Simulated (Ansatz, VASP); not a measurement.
## Au: VASP beside Ansatz

File INCAR:

```
SYSTEM = Au
PREC     = Accurate       ! precision mode
ENCUT    = 520            ! plane-wave cutoff, eV
EDIFF    = 1E-6           ! SCF threshold, eV
ISMEAR   = -1             ! smearing method
SIGMA    = 0.03           ! smearing width, eV
LREAL    = .False.        ! projectors in reciprocal space
LASPH    = .True.         ! aspherical terms in the spheres
NELM     = 80             ! most SCF steps
ALGO     = Normal         ! electronic algorithm
ISIF     = 2              ! what is computed and relaxed
LWAVE    = .False.        ! write WAVECAR
LCHARG   = .False.        ! write CHGCAR
GGA      = PS             ! functional
NBANDS   = 18             ! bands
```

Contents of KPOINTS:

```
Automatic mesh
0
Gamma
  14 14 8
  0 0 0
```

The input POSCAR:

```
Au
1.0
    2.8413017565      0.0000000000      0.0000000000
   -1.4206508782      2.4606395010      0.0000000000
    0.0000000000      0.0000000000      4.7812276454
Au
2
Direct
    0.3333333333      0.6666666667      0.7500000000
    0.6666666667      0.3333333333      0.2500000000
```

Input for Ansatz:

```yaml
crystal:
  lattice:
    - [2.8413017565, 0.0, 0.0]
    - [-1.4206508782, 2.460639501, 0.0]
    - [0.0, 0.0, 4.7812276454]
  atoms:
    - { symbol: Au, position: [0.3333333333, 0.6666666667, 0.75] }
    - { symbol: Au, position: [0.6666666667, 0.3333333333, 0.25] }
kpoints:
  mp_grid: { grid: [14, 14, 8] }
scf:
  occupations: { method: fermi_dirac, width: 0.03 }
hamiltonian:
  xc: pbesol
  pseudopotentials: { kind: all_electron, lapw: { basis_error: 0.0005 } }
output:
  forces: true
  stress: true
  eigenvalues: true
```

Change from the starting cell: volume scaled by 0.9405.

Alike in both runs: task single point; functional PBEsol; k mesh 14 × 14 × 8; occupations fermi-dirac, width 0.03 eV; no spin polarisation.

```csv
,VASP,Ansatz
version,VASP 6.6.1,Ansatz 0.2.0
potentials or method,"VASP PAW PBE potentials, release 64 (Au)","all-electron LAPW, scalar-relativistic"
plane-wave cutoff (eV),520,see its input
```

|  | VASP | Ansatz | Ansatz less VASP |
| --- | --- | --- | --- |
| pressure (GPa) | 3.1 | 3.4 | +0.27 |
| largest component of the traceless stress (GPa) | 0.78 | 0.75 | -0.023 |

Ansatz ran all-electron here, so the differences hold the error of VASP's frozen core and of both bases.

Caveats: the PAW data sets were made with another functional, which shifts forces and pressure a little (VASP). The runs have no spin-orbit coupling, so splittings on Au are missing.
